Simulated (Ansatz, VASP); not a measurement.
## ZnCu: VASP beside Ansatz

```xyz
2
Lattice="3.0028 0.0000 0.0000 0.0000 3.0028 0.0000 0.0000 0.0000 3.0028" Properties=species:S:1:pos:R:3 pbc="T T T"
Zn    1.5014    1.5014    1.5014
Cu    0.0000    0.0000    0.0000
```

Change from the starting cell: volume scaled by 1.06, PAW files.

Alike in both runs: task electric field gradients; functional PBE; k mesh 14 × 14 × 14; occupations fermi-dirac, width 0.05 eV; no spin polarisation.

```csv
,VASP,Ansatz
version,VASP 6.6.1,Ansatz 0.2.0
potentials or method,"VASP PAW PBE potentials, release 64 (Zn, Cu)","PAW with Ansatz's default frozen-core files, scalar-relativistic"
plane-wave cutoff (eV),520,420
valence electrons in the cell,23,31
```

|  | VASP | Ansatz | Ansatz less VASP |
| --- | --- | --- | --- |
| pressure (GPa) | -3.7 | -4.1 | -0.47 |
| Vzz of the field gradient on the site that differs most (V/Å²) | 0.0 | 0.0 | 0.00 |

The two sets of potentials don't hold the same shells in valence.
